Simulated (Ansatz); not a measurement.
Free-standing sheet of ZrS$_{2}$, cell area 11.526 Å²:

```yaml
crystal:
  lattice:
    - [3.64816, 0.00000, 0.00000]
    - [-1.82408, 3.15940, 0.00000]
    - [0.00000, 0.00000, 31.84282]
  periodic: [true, true, false]
  atoms:
    - { symbol: S, position: [0.66667, 0.33333, 0.45419] }
    - { symbol: Zr, position: [0.00000, 0.00000, 0.50000] }
    - { symbol: S, position: [0.33333, 0.66667, 0.54581] }
```

The calculation used DFT PBE+D3(BJ), scalar-relativistic, plane waves, PAW (Ansatz 0.2.0). Cutoff 420 eV; k points 12×12×1 on the computed 3-atom cell (Γ-centred); Gaussian smearing, width 0.02 eV; no spin polarisation. The sheet is isolated along c (Coulomb cut-off).

In an external field along +c, atoms held, its energy changes by -6.031 meV a cell at +0.2 V/Å and by -6.031 meV at −0.2 V/Å.

(1) What dipole and polarisability along c does the sheet have?

(2) What thickness does that polarisability stand for?

(3) Predict the energy change at +0.35 V/Å.

Results:

(1) ΔE = −pF − αF²/2. The odd part gives p = −[ΔE(+F) − ΔE(−F)]/(2F) = 0.0000 e·Å a cell (none within the accuracy). The even part gives α = −[ΔE(+F) + ΔE(−F)]/F² = 0.3015 e·Å²/V.

(2) α/(ε0·A) = 0.3015 × 180.95/11.526 = 4.73 Å. For a slab of thickness t and dielectric constant ε this equals t(1 − 1/ε), so it is the thickness over which the sheet would screen the field wholly.

(3) −p·0.35 − α·0.35²/2 = -18.47 meV; the calculation gives -18.47 meV, so the response is still linear.